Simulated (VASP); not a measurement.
TePb:

```xyz
2
Lattice="0.0000 3.2310 3.2310 3.2310 0.0000 3.2310 3.2310 3.2310 0.0000" Properties=species:S:1:pos:R:3 pbc="T T T"
Pb    0.0000    0.0000    0.0000
Te    3.2310    3.2310    3.2310
```

```yaml
Program: VASP 6.6.1
Task: relaxation of cell and atoms
Functional: LAK
Potentials_or_basis: VASP PAW PBE potentials, release 64 (Pb_d, Te)
Cutoff: 600 eV
k_mesh: 7 × 7 × 7
Occupations: fermi-dirac, width 0.05 eV
Spin: no spin polarisation
```

At the start: pressure 5.1 GPa; volume 33.73 Å³/atom.

Question: Where does the relaxation end?

Answer: Over 4 steps the energy falls by 57.7 meV/atom and the volume is 37.78 Å³/atom (+12.0 %); space group Fm-3m (No. 225, to 0.05 Å).

The path:
```csv
step,energy change (eV),largest force (eV/Å),pressure (GPa),volume (Å³)
1,0.0000,0.0000,5.13,67.46
2,-0.1018,0.0000,-1.33,78.57
3,-0.1154,0.0000,0.05,75.39
4,-0.1154,0.0000,-0.04,75.56
```

Final structure:
```
Pb Te
1.0
     0.00000    3.35542    3.35542
     3.35542    0.00000    3.35542
     3.35542    3.35542    0.00000
Pb Te
1 1
Direct
  0.00000 0.00000 0.00000
  0.50000 0.50000 0.50000
```

Caveat: the PAW data sets were made with another functional, which shifts forces and pressure a little; the volume moved by +12 % from the deposited cell, more than functionals usually miss.
